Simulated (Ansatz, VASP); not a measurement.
PtS2 in VASP and in Ansatz

POSCAR

```
PtS2
1.0
    1.7175087220      0.9916041230      5.6575555288
   -1.7175087220      0.9916041230      5.6575555288
    0.0000000000     -1.9832082460      5.6575555288
Pt S
1 2
Direct
    0.0000000000      0.0000000000      0.0000000000
    0.2569923297      0.2569923297      0.2569923297
    0.7430076703      0.7430076703      0.7430076703
```

Contents of INCAR.step1:

```
SYSTEM = PtS2
PREC = Accurate
ENCUT = 520
ISMEAR = 0
SIGMA = 0.01
LREAL = .FALSE.
LASPH = .TRUE.
NELM = 60
NBANDS = 18
GGA = PE
ALGO = Normal
EDIFF = 1E-4
LWAVE = .TRUE.
LCHARG = .FALSE.
```

INCAR.step2

```
SYSTEM = PtS2
PREC = Accurate
ENCUT = 520
EDIFF = 1E-7
ISMEAR = 0
SIGMA = 0.01
LREAL = .FALSE.
LASPH = .TRUE.
NELM = 60
ALGO = Normal
ISIF = 2
LWAVE = .FALSE.
LCHARG = .TRUE.
METAGGA = R2SCAN
LMIXTAU = .TRUE.
LELF = .TRUE.
LVHAR = .TRUE.
NBANDS = 18
ISTART = 1
```

KPOINTS

```
Automatic mesh
0
G
  8 8 8
  0 0 0
```

Input for Ansatz:

```yaml
crystal:
  lattice:
    - [1.717508722, 0.991604123, 5.6575555288]
    - [-1.717508722, 0.991604123, 5.6575555288]
    - [0.0, -1.983208246, 5.6575555288]
  atoms:
    - { symbol: Pt, position: [0.0, 0.0, 0.0] }
    - { symbol: S, position: [0.2569923297, 0.2569923297, 0.2569923297] }
    - { symbol: S, position: [0.7430076703, 0.7430076703, 0.7430076703] }
kpoints:
  mp_grid: { grid: [8, 8, 8] }
  band_path:
    path:
      - [0.0, 0.0, 0.0]
      - [0.5, 0.5, 0.5]
      - [0.8106532132, 0.1893467868, 0.5]
      - [0.5, -0.1893467868, 0.1893467868]
      - [0.5, 0.0, 0.0]
      - [0.3446733934, -0.3446733934, 0.0]
      - [0.6553266066, 0.0, 0.3446733934]
      - [0.5, 0.0, 0.5]
      - [0.25, 0.25, -0.5]
      - [0.260417, 0.260417, 0.442708]
      - [0.0, 0.242188, -0.242188]
    npoints: 1
hamiltonian:
  xc: r2scan
scf:
  occupations: { method: fixed }
  n_extra_bands: 4
output:
  forces: true
  stress: true
  eigenvalues: true
```

Change from the starting cell: epitaxial_xy strain -2.7%.

Alike in both runs: task single point; functional r2SCAN; k mesh 8 × 8 × 8; no spin polarisation.

```csv
,VASP,Ansatz
version,VASP 6.6.1,Ansatz 0.2.0
potentials or method,"VASP PAW PBE potentials, release 64 (Pt, S)","plane waves, PAW"
plane-wave cutoff (eV),520,500
occupations,"gaussian, width 0.01 eV",fixed
valence electrons in the cell,22,30
```

```tsv
	VASP	Ansatz	Ansatz less VASP
gap on the k mesh at the Fermi level (eV)	1.20	1.21	+0.010
pressure (GPa)	5.3	5.4	+0.05
largest component of the traceless stress (GPa)	4.22	4.20	-0.026
rms of the force components (eV/Å)	0.021	0.020	-0.0008
```

Atom by atom the forces differ by 0.001 eV/Å (rms over components). The two sets of potentials don't hold the same shells in valence.

Caveats: the PAW data sets were made with another functional, which shifts forces and pressure a little (VASP); spin-orbit coupling is left out, which moves the levels of the heavy elements. A k mesh can miss the band edges.
